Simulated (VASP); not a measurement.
Here is a VASP 6.6.1 calculation.

The input INCAR:

```
SYSTEM = WC
ALGO = Normal ; EDIFF = 1E-6
ENCUT = 520 ; GGA = PS
ICORELEVEL = 1 ; ISIF = 2
ISMEAR = 1 ; LASPH = .True.
LCHARG = .False. ; LREAL = .False.
LWAVE = .False. ; NBANDS = 16
NELM = 80 ; PREC = Accurate
SIGMA = 0.1
```

KPOINTS

```
k-points
0
Gamma
  14 10 28
  0 0 0
```

POSCAR

```
WC
1.0
    2.9010186200      0.0000000000      0.0000000000
   -1.4505094300      3.7847455200      0.0000000000
    0.0000000000     -2.1170153300      1.8789918500
W C
1 1
Direct
    0.0000000000      0.0000000000      0.0000000000
    0.3333340000      0.6666670000      0.1666670000
```

Potentials or basis: VASP PAW PBE potentials, release 64 (W_sv, C).

Launch:

```console
$ cat potpaw_PBE.64/W_sv/POTCAR potpaw_PBE.64/C/POTCAR > POTCAR
$ mpirun -np 1 vasp_std > vasp.out
```

**Question.** What does it give for the pressure?

**Answer.** 0.1 GPa.

**Question.** Predict the band gap on the k mesh.

**Answer.** None (metal or under the smearing width).

Stress tensor (GPa, compression positive):
```
0.18 0.00 0.00
0.00 0.09 0.08
0.00 0.08 0.11
```

Caveat: the PAW data sets were made with another functional, which shifts forces and pressure a little. The run has no spin-orbit coupling, so splittings on W are missing.
